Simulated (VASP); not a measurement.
# Mo (Im-3m) in VASP: further runs, part 2 of 3

VASP 6.6.1.

## (3) Relaxation of the atoms, PBEsol (a relaxed cell with its volume scaled by 0.98)

File INCAR:

```
SYSTEM = Mo
  ALGO = Fast
  EDIFF = 1E-7
  EDIFFG = -0.01
  ENCUT = 600
  GGA = PS
  IBRION = 2
  ISIF = 2
  ISMEAR = 1
  LASPH = .True.
  LCHARG = .False.
  LREAL = .False.
  LWAVE = .False.
  NELM = 80
  NSW = 40
  PREC = Accurate
  SIGMA = 0.1
```

File KPOINTS:

```
k-points
0
Gamma
  16 16 16
  0 0 0
```

File POSCAR:

```
Mo                                      
1.0
   -1.5548232469      1.5548232469      1.5548232469
    1.5548232469     -1.5548232469      1.5548232469
    1.5548232469      1.5548232469     -1.5548232469
  Mo            
     1
Direct
     0.0000000000000000    0.0000000000000000    0.0000000000000000
```

Potentials or basis: VASP PAW PBE potentials, release 64 (Mo_sv).

Launch:

```bash
$ cat potpaw_PBE.64/Mo_sv/POTCAR > POTCAR
$ mpirun -np 1 vasp_std > vasp.out
```

OUTCAR:

```text
SYSTEM = Mo
   EDIFF = 1E-7
   EDIFFG = -0.01
   ENCUT = 600
   GGA = PS
   IBRION = 2
   ISIF = 2
   ISMEAR = 1
   LASPH = .True.
   LREAL = .False.
   NELM = 80
   NSW = 40
   PREC = Accurate

 ion  position               nearest neighbor table
   1  0.000  0.000  0.000-

  LATTYP: Found a body centered cubic cell.
 ALAT       =     3.1096464938

  Lattice vectors:

 A1 = (  -1.5548232469,   1.5548232469,   1.5548232469)
 A2 = (   1.5548232469,  -1.5548232469,   1.5548232469)
 A3 = (   1.5548232469,   1.5548232469,  -1.5548232469)

Analysis of symmetry for initial positions (statically):
=====================================================================
 Subroutine PRICEL returns:
 Original cell was already a primitive cell.

 Routine SETGRP: Setting up the symmetry group for a
 body centered cubic supercell.

 Subroutine GETGRP returns: Found 48 space group operations
 (whereof 48 operations were pure point group operations)
 out of a pool of 48 trial point group operations.

The static configuration has the point symmetry O_h .

Analysis of symmetry for dynamics (positions and initial velocities):
=====================================================================
 Subroutine PRICEL returns:
 Original cell was already a primitive cell.

 Routine SETGRP: Setting up the symmetry group for a
 body centered cubic supercell.

 Subroutine GETGRP returns: Found 48 space group operations
 (whereof 48 operations were pure point group operations)
 out of a pool of 48 trial point group operations.

The dynamic configuration has the point symmetry O_h .

 Subroutine INISYM returns: Found 48 space group operations
 (whereof 48 operations are pure point group operations),
 and found     1 'primitive' translations

----------------------------------------------------------------------------------------

                                     Primitive cell

  volume of cell :      15.0350

  direct lattice vectors                    reciprocal lattice vectors
    -1.554823247  1.554823247  1.554823247     0.000000000  0.321579962  0.321579962
     1.554823247 -1.554823247  1.554823247     0.321579962  0.000000000  0.321579962
     1.554823247  1.554823247 -1.554823247     0.321579962  0.321579962  0.000000000

  length of vectors
     2.693032860  2.693032860  2.693032860     0.454782743  0.454782743  0.454782743

  position of ions in fractional coordinates (direct lattice)
     0.000000000  0.000000000  0.000000000

  ion indices of the primitive-cell ions
   primitive index   ion index
                 1           1

----------------------------------------------------------------------------------------

 KPOINTS: k-points

Automatic generation of k-mesh.
 Grid dimensions read from file:
 generate k-points for:   16   16   16

 Generating k-lattice:

  Cartesian coordinates                     Fractional coordinates (reciprocal lattice)
     0.000000000  0.020098748  0.020098748     0.062500000  0.000000000  0.000000000
     0.020098748  0.000000000  0.020098748     0.000000000  0.062500000  0.000000000
     0.020098748  0.020098748  0.000000000     0.000000000  0.000000000  0.062500000

  Length of vectors
     0.028423921  0.028423921  0.028423921

  Shift w.r.t. Gamma in fractional coordinates (k-lattice)
     0.000000000  0.000000000  0.000000000

 Subroutine IBZKPT returns following result:
 ===========================================

 Found    145 irreducible k-points:

 Following reciprocal coordinates:
            Coordinates               Weight
  0.000000  0.000000  0.000000      1.000000
  0.062500  0.000000  0.000000     12.000000
  0.125000  0.000000  0.000000     12.000000
  0.187500  0.000000  0.000000     12.000000
  0.250000  0.000000  0.000000     12.000000
  0.312500  0.000000  0.000000     12.000000
[... 16 lines left out ...]
  0.187500  0.187500  0.000000     24.000000
  0.250000  0.187500  0.000000     48.000000
 [... further k-points ...]
   k-points           NKPTS =    145   k-points in BZ     NKDIM =    145   number of bands    NBANDS=     11
   number of dos      NEDOS =    301   number of ions     NIONS =      1
   total plane-waves  NPLWV =  13824
   dimension x,y,z NGX =    24 NGY =   24 NGZ =   24
   dimension x,y,z NGXF=    48 NGYF=   48 NGZF=   48
   ions per type =               1
   NGX,Y,Z   is equivalent  to a cutoff of  14.82, 14.82, 14.82 a.u.
   NGXF,Y,Z  is equivalent  to a cutoff of  29.63, 29.63, 29.63 a.u.
 SYSTEM =  Mo
   PREC   = accura    normal or accurate (medium, high low for compatibility)
   ISTART =      0    job   : 0-new  1-cont  2-samecut
   ICHARG =      2    charge: 1-file 2-atom 10-const
   ISPIN  =      1    spin polarized calculation?
   LNONCOLLINEAR =      F non collinear calculations
   LSORBIT =      F    spin-orbit coupling
   LASPH  =      T    aspherical Exc in radial PAW
   ENCUT  =  600.0 eV  44.10 Ry    6.64 a.u.   5.38  5.38  5.38*2*pi/ulx,y,z
   NELM   =     80;   NELMIN=  2; NELMDL= -5     # of ELM steps
   EDIFF  = 0.1E-06   stopping-criterion for ELM
   LREAL  =      F    real-space projection
   EDIFFG = -.1E-01   stopping-criterion for IOM
   NSW    =     40    number of steps for IOM
   IBRION =      2    ionic relax: 0-MD 1-quasi-New 2-CG
   NFREE  =      1    steps in history (QN), initial steepest desc. (CG)
   ISIF   =      2    stress and relaxation
   ISYM   =      2    0-nonsym 1-usesym 2-fastsym
   POTIM  = 0.5000    time-step for ionic-motion
   TEBEG  =    0.0;   TEEND  =   0.0 temperature during run
   PSTRESS=    0.0 pullay stress
   NELECT =      14.0000    total number of electrons
   NUPDOWN=      -1.0000    fix difference up-down
   EMIN   =  10.00;   EMAX   =-10.00  energy-range for DOS
   EFERMI =   0.00;   METHOD = LEGACY
   ISMEAR =     1;   SIGMA  =   0.10  broadening in eV -4-tet -1-fermi 0-gaus
   EFERMI_NEDOS =   21; number of points for ismear=-14 and -15
   IALGO  =     68    algorithm
   IMIX   =      4    mixing-type and parameters
     AMIX     =   0.40;   BMIX     =  1.00
     AMIX_MAG =   1.60;   BMIX_MAG =  1.00
  volume/ion in A,a.u.               =      15.03       101.46
  Fermi-wavevector in a.u.,A,eV,Ry     =   1.598637  3.020986 34.771590  2.555640
  Thomas-Fermi vector in A             =   2.696055
   LORBIT       =      0    0 simple, 1 ext, 2 COOP (PROOUT), +10 PAW based schemes
   GGA     = PS    functional components
   LHFCALC =     F    Hartree Fock is set to
   AEXX    =    0.0000 exact exchange contribution
   IVDW    =     0    specifies the selected vdW correction
   LEPSILON=     F    determine dielectric tensor
   LRPA    =     F    only Hartree local field effects (RPA)
 conjugate gradient relaxation of ions
 non-spin polarized calculation
 RMM-DIIS sequential band-by-band and
 Methfessel and Paxton  Order N= 1 SIGMA  =   0.10
  energy-cutoff  :      600.00
  volume of cell :       15.03
 maximum number of plane-waves:       531
 NGX is ok and might be reduce to    24
   NGX = 11   NGY = 11   NGZ = 11

 number of electron      13.9999999 magnetization

 Free energy of the ion-electron system (eV)
  ---------------------------------------------------
  ext. energy  EPLUGINS =         0.00000000
  ---------------------------------------------------
  free energy    TOTEN  =       -11.77741842 eV

  energy without entropy =      -11.77785357  energy(sigma->0) =      -11.77756347

 E-fermi :  13.1184     XC(G=0): -13.7485

 val. band max:       13.0870652051   @ k =  -0.1875   0.1875   0.0625
 cond. band min:      13.1231097460   @ k =  -0.1250   0.1250   0.1250
 fundamental gap:      0.0360445409
 Fermi energy:        13.1184066221

 k-point     1 :       0.0000    0.0000    0.0000
  band No.  band energies     occupation
      1     -48.0933      2.00000
      2     -21.2853      2.00000
      3     -21.2853      2.00000
      4     -21.2853      2.00000
      5       5.6911      2.00000
      6      11.6614      2.00000
      7      11.6614      2.00000
      8      11.6614      2.00000
      9      14.8221     -0.00000
     10      14.8221     -0.00000
     11      27.9632      0.00000
[... 309 lines left out ...]
 k-point    24 :       0.2500    0.1875    0.0000
  band No.  band energies     occupation
      1     -47.8180      2.00000
      2     -22.5364      2.00000
      3     -21.8034      2.00000
      4     -21.4242      2.00000
      5       8.7472      2.00000
      6      10.0211      2.00000
      7      11.2499      2.00000
      8      14.2307     -0.00000
      9      15.6567      0.00000
     10      18.0064      0.00000
     11      26.6870      0.00000

 [... further k-points ...]

------------------------ aborting loop because EDIFF is reached ----------------------------------------

  FORCE on cell =-STRESS in cart. coord.  units (eV):
  Direction    XX          YY          ZZ          XY          YZ          ZX
  --------------------------------------------------------------------------------------
  -------------------------------------------------------------------------------------
  Total        0.5597055      0.5597055      0.5597055      0.0000000      0.0000000      0.0000000
  in kB       59.6440430     59.6440430     59.6440430      0.0000000      0.0000000      0.0000000
  external PRESSURE =      59.6440430 kB  Pullay stress =       0.0000000 kB

 VOLUME and BASIS-vectors are now :
 -----------------------------------------------------------------------------
  energy-cutoff  :      600.00
  volume of cell :       15.03
      direct lattice vectors                 reciprocal lattice vectors
    -1.554823247  1.554823247  1.554823247     0.000000000  0.321579962  0.321579962
     1.554823247 -1.554823247  1.554823247     0.321579962  0.000000000  0.321579962
     1.554823247  1.554823247 -1.554823247     0.321579962  0.321579962  0.000000000

 POSITION                                       TOTAL-FORCE (eV/Angst)
 -----------------------------------------------------------------------------------
      0.00000      0.00000      0.00000        -0.000000      0.000000      0.000000
 -----------------------------------------------------------------------------------
    total drift:                                0.000000      0.000000     -0.000000

  FREE ENERGIE OF THE ION-ELECTRON SYSTEM (eV)
  ---------------------------------------------------
  free  energy   TOTEN  =       -11.7774184233 eV

  energy  without entropy=      -11.7778535719  energy(sigma->0) =      -11.77756347

 reached required accuracy - stopping structural energy minimisation
```

Wall time 10 s (1 thread of Intel Xeon 6975P-C (Granite Rapids), shared host); peak memory 0.16 GiB.

What came out:

```
Free energy             : -11.7774 eV
Pressure after relaxing : 6.0 GPa
Band gap on the k mesh  : none (metal or under the smearing width)
```

Final structure:
```cif
data_structure
_symmetry_space_group_name_H-M 'P 1'
_symmetry_Int_Tables_number 1
_cell_length_a 2.6930
_cell_length_b 2.6930
_cell_length_c 2.6930
_cell_angle_alpha 109.471
_cell_angle_beta 109.471
_cell_angle_gamma 109.471
_cell_volume 15.03
loop_
_atom_site_label
_atom_site_type_symbol
_atom_site_fract_x
_atom_site_fract_y
_atom_site_fract_z
_atom_site_occupancy
Mo1 Mo 0.00000 0.00000 0.00000 1
```

Caveat: the relaxation stopped at its first step, so nothing moved; the PAW data sets were made with another functional, which shifts forces and pressure a little.

(Continued in part 3 of 3.)
